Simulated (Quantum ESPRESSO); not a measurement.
## MnS (Rambergite): the choice of functional

How much do the magnetic results of MnS (Rambergite) hang on the functional?

Method: LDA with U = 4 eV on Mn d (ortho-atomic projectors); plane waves with GBRV 1.5 LDA potentials, no spin-orbit coupling (settings of the first rung), in Quantum ESPRESSO 7.5.

The database entry behind the starting cell differs from later determinations by our own check (about 0.3 % short against later determinations), so it need not match the best structure at ambient conditions.

**1. Starting point**

Symmetry: P6_3mc, No. 186, hexagonal system. The conventional cell has a = 3.976 Å, b = 3.976 Å, c = 6.432 Å, α = 90.00°, β = 90.00°, γ = 120.00°. Nearest to Mn lie 4 S at 2.41 to 2.48 Å. Nearest to S lie 4 Mn at 2.41 to 2.48 Å. Farther neighbours and most contacts between anions are not listed.

The cell comes from the Crystallography Open Database.

**2. Rung 1, start ferro ++**

Input file pw.in:

```
&CONTROL
  calculation = 'scf'
  prefix = 'pwscf'
  outdir = './tmp'
  pseudo_dir = './pseudo'
  disk_io = 'nowf'
/
&SYSTEM
  ibrav = 0
  nat = 4
  ntyp = 2
  ecutwfc = 40
  ecutrho = 280
  nbnd = 34
  occupations = 'smearing'
  smearing = 'fd'
  degauss = 0.00734986
  nspin = 2
  starting_magnetization(1) = 0.3
  starting_magnetization(2) = 0
/
&ELECTRONS
  conv_thr = 8d-09
  electron_maxstep = 150
  mixing_beta = 0.3
/
ATOMIC_SPECIES
Mn     54.9380 mn_lda_v1.5.uspp.F.UPF
S      32.0600 s_lda_v1.4.uspp.F.UPF
CELL_PARAMETERS angstrom
   3.9760000000    0.0000000000    0.0000000000
  -1.9880000000    3.4433170054    0.0000000000
   0.0000000000    0.0000000000    6.4320000000
ATOMIC_POSITIONS crystal
Mn      0.3333333333    0.6666666667    0.0000000000
Mn      0.6666666667    0.3333333333    0.5000000000
S       0.3333333333    0.6666666667    0.3850000000
S       0.6666666667    0.3333333333    0.8850000000
K_POINTS automatic
6 6 6 0 0 0
HUBBARD {ortho-atomic}
U Mn-3d 4.0000
```

Run with:

```sh
> OMP_NUM_THREADS=1 mpirun -n 2 pw.x -nk 2 -in pw.in > pw.out
```

The program printed:

```text
Program PWSCF v.7.5 starts

     Message from routine setup:
     using ibrav=0 with symmetry is DISCOURAGED, use correct ibrav instead

     K-points division:     npool     =       2
     Subspace diagonalization in iterative solution of the eigenvalue problem:

     bravais-lattice index     =            0
     lattice parameter (alat)  =       7.5136  a.u.
     unit-cell volume          =     594.2457 (a.u.)^3
     number of atoms/cell      =            4
     number of atomic types    =            2
     number of electrons       =        42.00
     number of Kohn-Sham states=           34
     kinetic-energy cutoff     =      40.0000  Ry
     charge density cutoff     =     280.0000  Ry
     scf convergence threshold =      8.0E-09
     mixing beta               =       0.3000
     number of iterations used =            8  plain     mixing
     Exchange-correlation=  SLA  PZ   NOGX NOGC
                           (   1   1   0   0   0   0   0)
     Hubbard projectors: ortho-atomic
     Hubbard parameters of DFT+U (Dudarev formulation) in eV:
     U(Mn-3d) =  4.0000

     Internal variables: lda_plus_u =T, lda_plus_u_kind = 0

     Internal variables: orbital_resolved =F, hub_pot_fix =F, apply_U = F

     celldm(1)=   7.513551  celldm(2)=   0.000000  celldm(3)=   0.000000
     celldm(4)=   0.000000  celldm(5)=   0.000000  celldm(6)=   0.000000

     crystal axes: (cart. coord. in units of alat)
               a(1) = (   1.000000   0.000000   0.000000 )
               a(2) = (  -0.500000   0.866025   0.000000 )
               a(3) = (   0.000000   0.000000   1.617706 )

     reciprocal axes: (cart. coord. in units 2 pi/alat)
               b(1) = (  1.000000  0.577350 -0.000000 )
               b(2) = (  0.000000  1.154701  0.000000 )
               b(3) = (  0.000000 -0.000000  0.618159 )

     PseudoPot. # 1 for Mn read from file:
     mn_lda_v1.5.uspp.F.UPF
     Pseudo is Ultrasoft + core correction, Zval = 15.0

     PseudoPot. # 2 for S  read from file:
     s_lda_v1.4.uspp.F.UPF
     Pseudo is Ultrasoft + core correction, Zval =  6.0

     atomic species   valence    mass     pseudopotential
     Mn               15.00    54.93800     Mn( 1.00)
     S                 6.00    32.06000     S ( 1.00)

     Starting magnetic structure
     atomic species   magnetization
     Mn              0.300
     S               0.000

     12 Sym. Ops. (no inversion) found ( 6 have fractional translation)

   Cartesian axes

     site n.     atom                  positions (alat units)
         1        Mn     tau(   1) = (  -0.0000000   0.5773503   0.0000000  )
         2        Mn     tau(   2) = (   0.5000000   0.2886751   0.8088531  )
         3        S      tau(   3) = (  -0.0000000   0.5773503   0.6228169  )
         4        S      tau(   4) = (   0.5000000   0.2886751   1.4316700  )

     number of k points=    28  Fermi-Dirac smearing, width (Ry)=  0.0073
                       cart. coord. in units 2pi/alat
        k(    1) = (   0.0000000   0.0000000   0.0000000), wk =   0.0046296
        k(    2) = (   0.0000000   0.0000000   0.1030265), wk =   0.0092593
        k(    3) = (   0.0000000   0.0000000   0.2060531), wk =   0.0092593
        k(    4) = (   0.0000000   0.0000000  -0.3090796), wk =   0.0046296
        k(    5) = (   0.0000000   0.1924501   0.0000000), wk =   0.0277778
        [... 23 further k-points ...]

     Dense  grid:    46931 G-vectors     FFT dimensions: (  45,  45,  72)

     Smooth grid:    20269 G-vectors     FFT dimensions: (  32,  32,  50)

     Check: negative core charge=   -0.000033
     Generating pointlists ...
     new r_m :   0.2502 (alat units)  1.8800 (a.u.) for type    1
     new r_m :   0.2502 (alat units)  1.8800 (a.u.) for type    2

     Initial potential from superposition of free atoms

     starting charge      40.9998, renormalised to      42.0000

     STARTING HUBBARD OCCUPATIONS:

     =================== HUBBARD OCCUPATIONS ===================
     ------------------------ ATOM    1 ------------------------
     Tr[ns(  1)] (up, down, total) =   5.00000  0.00000  5.00000
     Atomic magnetic moment for atom   1 =   5.00000
     [... lines left out ...]
     ------------------------ ATOM    2 ------------------------
     Tr[ns(  2)] (up, down, total) =   5.00000  0.00000  5.00000
     Atomic magnetic moment for atom   2 =   5.00000
     [... lines left out ...]
     Number of occupied Hubbard levels =   10.0000

     Atomic wfc used for Hubbard projectors are orthogonalized

     Starting wfcs are   34 randomized atomic wfcs

     Self-consistent Calculation

     iteration #  1     ecut=    40.00 Ry     beta= 0.30
     Davidson diagonalization with overlap
     ethr =  1.00E-02,  avg # of iterations =  4.6

     =================== HUBBARD OCCUPATIONS ===================
     ------------------------ ATOM    1 ------------------------
     Tr[ns(  1)] (up, down, total) =   4.83873  0.14808  4.98681
     Atomic magnetic moment for atom   1 =   4.69066
     [... lines left out ...]
     ------------------------ ATOM    2 ------------------------
     Tr[ns(  2)] (up, down, total) =   4.83873  0.14808  4.98681
     Atomic magnetic moment for atom   2 =   4.69066
     [... lines left out ...]
     Number of occupied Hubbard levels =    9.9736

     total energy              =    -470.30973450 Ry
     estimated scf accuracy    <       0.97316568 Ry

     total magnetization       =    10.00 Bohr mag/cell
     absolute magnetization    =    10.00 Bohr mag/cell

     iteration #  2     ecut=    40.00 Ry     beta= 0.30
     Davidson diagonalization with overlap
     ethr =  2.32E-03,  avg # of iterations =  1.7

     total energy              =    -470.46985747 Ry
     estimated scf accuracy    <       0.04993598 Ry

     total magnetization       =    10.00 Bohr mag/cell
     absolute magnetization    =    10.00 Bohr mag/cell

     [... further iterations left out ...]

     iteration #  9     ecut=    40.00 Ry     beta= 0.30
     Davidson diagonalization with overlap
     ethr =  4.20E-10,  avg # of iterations =  8.2

     negative rho (up, down):  0.000E+00 8.113E-04

     total energy              =    -470.48316525 Ry
     estimated scf accuracy    <       0.00000006 Ry

     total magnetization       =    10.00 Bohr mag/cell
     absolute magnetization    =    10.00 Bohr mag/cell

     iteration # 10     ecut=    40.00 Ry     beta= 0.30
     Davidson diagonalization with overlap
     ethr =  1.39E-10,  avg # of iterations =  1.5

     negative rho (up, down):  0.000E+00 8.107E-04

     Magnetic moment per site  (integrated on atomic sphere of radius R)
     atom   1 (R=0.250)  charge= 12.8919  magn=  4.3242
     atom   2 (R=0.250)  charge= 12.8919  magn=  4.3242
     atom   3 (R=0.250)  charge=  4.1849  magn=  0.0717
     atom   4 (R=0.250)  charge=  4.1849  magn=  0.0717

     End of self-consistent calculation

     =================== HUBBARD OCCUPATIONS ===================
     ------------------------ ATOM    1 ------------------------
     Tr[ns(  1)] (up, down, total) =   4.95530  0.28049  5.23579
     Atomic magnetic moment for atom   1 =   4.67481
     [... lines left out ...]
     ------------------------ ATOM    2 ------------------------
     Tr[ns(  2)] (up, down, total) =   4.95530  0.28049  5.23579
     Atomic magnetic moment for atom   2 =   4.67481
     [... lines left out ...]
     Number of occupied Hubbard levels =   10.4716

     [... lines left out ...]
     the Fermi energy is     7.4492 ev

!    total energy              =    -470.48316527 Ry
     estimated scf accuracy    <          3.6E-09 Ry
     smearing contrib. (-TS)   =      -0.00000960 Ry
     internal energy E=F+TS    =    -470.48315567 Ry

     The total energy is F=E-TS. E is the sum of the following terms:
     one-electron contribution =    -317.10049836 Ry
     hartree contribution      =     168.93815919 Ry
     xc contribution           =     -69.53654242 Ry
     ewald contribution        =    -252.87415758 Ry
     Hubbard energy            =       0.08988351 Ry

     total magnetization       =    10.00 Bohr mag/cell
     absolute magnetization    =    10.00 Bohr mag/cell

     convergence has been achieved in  10 iterations

=------------------------------------------------------------------------------=
   JOB DONE.
=------------------------------------------------------------------------------=
```

Run time: 45 s. Hardware: 2 MPI ranks of Intel Xeon 6975P-C (Granite Rapids), shared host; peak memory 0.4 GiB; 90 s of CPU time.

Spin moment in the atom's sphere by atom:

```csv
atom,spin moment in the atom's sphere (μB)
Mn1,4.32
Mn2,4.32
S3,0.07
S4,0.07
```

This step gave:

| Item | Value |
| --- | --- |
| magnetization | 10 μB |
| final state | ferromagnetic |

**3. Rung 1, start antiferro +-**

Input file pw.in:

```
&CONTROL
  calculation = 'scf'
  prefix = 'pwscf'
  outdir = './tmp'
  pseudo_dir = './pseudo'
  disk_io = 'nowf'
/
&SYSTEM
  ibrav = 0
  nat = 4
  ntyp = 3
  ecutwfc = 40
  ecutrho = 280
  nbnd = 30
  occupations = 'smearing'
  smearing = 'fd'
  degauss = 0.00734986
  nspin = 2
  starting_magnetization(1) = 0.3
  starting_magnetization(2) = -0.3
  starting_magnetization(3) = 0
/
&ELECTRONS
  conv_thr = 8d-09
  electron_maxstep = 150
  mixing_beta = 0.3
/
ATOMIC_SPECIES
Mn1    54.9380 mn_lda_v1.5.uspp.F.UPF
Mn2    54.9380 mn_lda_v1.5.uspp.F.UPF
S      32.0600 s_lda_v1.4.uspp.F.UPF
CELL_PARAMETERS angstrom
   3.9760000000    0.0000000000    0.0000000000
  -1.9880000000    3.4433170054    0.0000000000
   0.0000000000    0.0000000000    6.4320000000
ATOMIC_POSITIONS crystal
Mn1     0.3333333333    0.6666666667    0.0000000000
Mn2     0.6666666667    0.3333333333    0.5000000000
S       0.3333333333    0.6666666667    0.3850000000
S       0.6666666667    0.3333333333    0.8850000000
K_POINTS automatic
6 6 6 0 0 0
HUBBARD {ortho-atomic}
U Mn1-3d 4.0000
U Mn2-3d 4.0000
```

The program printed:

```text
     [... lines left out ...]
Program PWSCF v.7.5 starts
     [... lines left out ...]
     number of atoms/cell      =            4
     [... lines left out ...]
     number of electrons       =        42.00
     number of Kohn-Sham states=           30
     kinetic-energy cutoff     =      40.0000  Ry
     charge density cutoff     =     280.0000  Ry
     scf convergence threshold =      8.0E-09
     [... lines left out ...]
      6 Sym. Ops. (no inversion) found
     [... lines left out ...]
     number of k points=    34  Fermi-Dirac smearing, width (Ry)=  0.0073
     [... lines left out ...]
     iteration # 13     ecut=    40.00 Ry     beta= 0.30
     [... lines left out ...]
     Magnetic moment per site  (integrated on atomic sphere of radius R)
     atom   1 (R=0.250)  charge= 12.8971  magn=  4.2758
     atom   2 (R=0.250)  charge= 12.8971  magn= -4.2758
     atom   3 (R=0.250)  charge=  4.1802  magn= -0.0314
     atom   4 (R=0.250)  charge=  4.1802  magn=  0.0314
     [... lines left out ...]
     Tr[ns(  1)] (up, down, total) =   4.94825  0.31197  5.26022
     [... lines left out ...]
     Tr[ns(  2)] (up, down, total) =   0.31197  4.94825  5.26022
     [... lines left out ...]
     the Fermi energy is     7.3429 ev
!    total energy              =    -470.49195758 Ry
     estimated scf accuracy    <          1.6E-09 Ry
     smearing contrib. (-TS)   =      -0.00000075 Ry
     [... lines left out ...]
     total magnetization       =     0.00 Bohr mag/cell
     absolute magnetization    =     9.65 Bohr mag/cell
     convergence has been achieved in  13 iterations
```

Elapsed: 62 s, on 2 MPI ranks; peak memory 0.43 GiB.

Spin moment in the atom's sphere by atom:

```csv
atom,spin moment in the atom's sphere (μB)
Mn1,4.28
Mn2,-4.28
S3,-0.03
S4,0.03
```

This step gave:

| Property | Result |
| --- | --- |
| magnetization | 0 μB |
| final state | antiferromagnetic |

**4. Rung 2, start ferro ++**

Input file pw.in:

```
&CONTROL
  calculation = 'scf'
  prefix = 'pwscf'
  outdir = './tmp'
  pseudo_dir = './pseudo'
  disk_io = 'nowf'
/
&SYSTEM
  ibrav = 0
  nat = 4
  ntyp = 2
  ecutwfc = 40
  ecutrho = 280
  nbnd = 34
  occupations = 'smearing'
  smearing = 'fd'
  degauss = 0.00734986
  nspin = 2
  starting_magnetization(1) = 0.3
  starting_magnetization(2) = 0
/
&ELECTRONS
  conv_thr = 8d-09
  electron_maxstep = 150
  mixing_beta = 0.3
/
ATOMIC_SPECIES
Mn     54.9380 mn_pbesol_v1.5.uspp.F.UPF
S      32.0600 s_pbesol_v1.4.uspp.F.UPF
CELL_PARAMETERS angstrom
   3.9760000000    0.0000000000    0.0000000000
  -1.9880000000    3.4433170054    0.0000000000
   0.0000000000    0.0000000000    6.4320000000
ATOMIC_POSITIONS crystal
Mn      0.3333333333    0.6666666667    0.0000000000
Mn      0.6666666667    0.3333333333    0.5000000000
S       0.3333333333    0.6666666667    0.3850000000
S       0.6666666667    0.3333333333    0.8850000000
K_POINTS automatic
6 6 6 0 0 0
HUBBARD {ortho-atomic}
U Mn-3d 4.0000
```

The program printed:

```text
     [... lines left out ...]
Program PWSCF v.7.5 starts
     [... lines left out ...]
     number of atoms/cell      =            4
     [... lines left out ...]
     number of electrons       =        42.00
     number of Kohn-Sham states=           34
     kinetic-energy cutoff     =      40.0000  Ry
     charge density cutoff     =     280.0000  Ry
     scf convergence threshold =      8.0E-09
     [... lines left out ...]
     12 Sym. Ops. (no inversion) found ( 6 have fractional translation)
     [... lines left out ...]
     number of k points=    28  Fermi-Dirac smearing, width (Ry)=  0.0073
     [... lines left out ...]
     iteration # 12     ecut=    40.00 Ry     beta= 0.30
     [... lines left out ...]
     Magnetic moment per site  (integrated on atomic sphere of radius R)
     atom   1 (R=0.250)  charge= 12.8790  magn=  4.3475
     atom   2 (R=0.250)  charge= 12.8790  magn=  4.3475
     atom   3 (R=0.250)  charge=  4.1918  magn=  0.0456
     atom   4 (R=0.250)  charge=  4.1918  magn=  0.0456
     [... lines left out ...]
     Tr[ns(  1)] (up, down, total) =   4.95633  0.26361  5.21994
     [... lines left out ...]
     Tr[ns(  2)] (up, down, total) =   4.95633  0.26361  5.21994
     [... lines left out ...]
     the Fermi energy is     7.7170 ev
!    total energy              =    -470.18074123 Ry
     estimated scf accuracy    <          4.7E-10 Ry
     smearing contrib. (-TS)   =      -0.00000371 Ry
     [... lines left out ...]
     total magnetization       =    10.00 Bohr mag/cell
     absolute magnetization    =    10.00 Bohr mag/cell
     convergence has been achieved in  12 iterations
```

It took 52 s on 2 MPI ranks; peak memory 0.41 GiB.

Read from the output:

* magnetization: 10 μB
* final state: ferromagnetic
* largest moment: 4.348 μB

**5. Rung 2, start antiferro +-**

Input file pw.in:

```
&CONTROL
  calculation = 'scf'
  prefix = 'pwscf'
  outdir = './tmp'
  pseudo_dir = './pseudo'
  disk_io = 'nowf'
/
&SYSTEM
  ibrav = 0
  nat = 4
  ntyp = 3
  ecutwfc = 40
  ecutrho = 280
  nbnd = 30
  occupations = 'smearing'
  smearing = 'fd'
  degauss = 0.00734986
  nspin = 2
  starting_magnetization(1) = 0.3
  starting_magnetization(2) = -0.3
  starting_magnetization(3) = 0
/
&ELECTRONS
  conv_thr = 8d-09
  electron_maxstep = 150
  mixing_beta = 0.3
/
ATOMIC_SPECIES
Mn1    54.9380 mn_pbesol_v1.5.uspp.F.UPF
Mn2    54.9380 mn_pbesol_v1.5.uspp.F.UPF
S      32.0600 s_pbesol_v1.4.uspp.F.UPF
CELL_PARAMETERS angstrom
   3.9760000000    0.0000000000    0.0000000000
  -1.9880000000    3.4433170054    0.0000000000
   0.0000000000    0.0000000000    6.4320000000
ATOMIC_POSITIONS crystal
Mn1     0.3333333333    0.6666666667    0.0000000000
Mn2     0.6666666667    0.3333333333    0.5000000000
S       0.3333333333    0.6666666667    0.3850000000
S       0.6666666667    0.3333333333    0.8850000000
K_POINTS automatic
6 6 6 0 0 0
HUBBARD {ortho-atomic}
U Mn1-3d 4.0000
U Mn2-3d 4.0000
```

The program printed:

```text
     [... lines left out ...]
Program PWSCF v.7.5 starts
     [... lines left out ...]
     number of atoms/cell      =            4
     [... lines left out ...]
     number of electrons       =        42.00
     number of Kohn-Sham states=           30
     kinetic-energy cutoff     =      40.0000  Ry
     charge density cutoff     =     280.0000  Ry
     scf convergence threshold =      8.0E-09
     [... lines left out ...]
      6 Sym. Ops. (no inversion) found
     [... lines left out ...]
     number of k points=    34  Fermi-Dirac smearing, width (Ry)=  0.0073
     [... lines left out ...]
     iteration # 13     ecut=    40.00 Ry     beta= 0.30
     [... lines left out ...]
     Magnetic moment per site  (integrated on atomic sphere of radius R)
     atom   1 (R=0.250)  charge= 12.8833  magn=  4.3048
     atom   2 (R=0.250)  charge= 12.8833  magn= -4.3048
     atom   3 (R=0.250)  charge=  4.1878  magn= -0.0173
     atom   4 (R=0.250)  charge=  4.1878  magn=  0.0173
     [... lines left out ...]
     Tr[ns(  1)] (up, down, total) =   4.95060  0.29112  5.24172
     [... lines left out ...]
     Tr[ns(  2)] (up, down, total) =   0.29112  4.95060  5.24172
     [... lines left out ...]
     the Fermi energy is     7.6305 ev
!    total energy              =    -470.18850591 Ry
     estimated scf accuracy    <          5.3E-09 Ry
     smearing contrib. (-TS)   =      -0.00000026 Ry
     [... lines left out ...]
     total magnetization       =    -0.00 Bohr mag/cell
     absolute magnetization    =     9.75 Bohr mag/cell
     convergence has been achieved in  13 iterations
```

Run time: 65 s. Hardware: 2 MPI ranks; peak memory 0.42 GiB; 2.2 min of CPU time.

This step gave:

```
magnetization  : 0 μB
final state    : antiferromagnetic
largest moment : 4.305 μB
```

(Continued in part 2 of 3.)

[Logs and program files are shortened in this print: banners, set-up blocks, solver, clock and traceback lines can be left out without a mark of their own.]

[Logs are printed without paths, hosts, clocks, repeated set-up lines and the standing remarks that a program may print on its own settings, such as how far it seeks lower states.]

[Hosts, paths, dates, database ids (printed as entryN), source tags and the programs' standing remarks are cut or masked in the printed files.]

[Where a cell is said to come from a database of computed structures, the database is the Materials Project.]
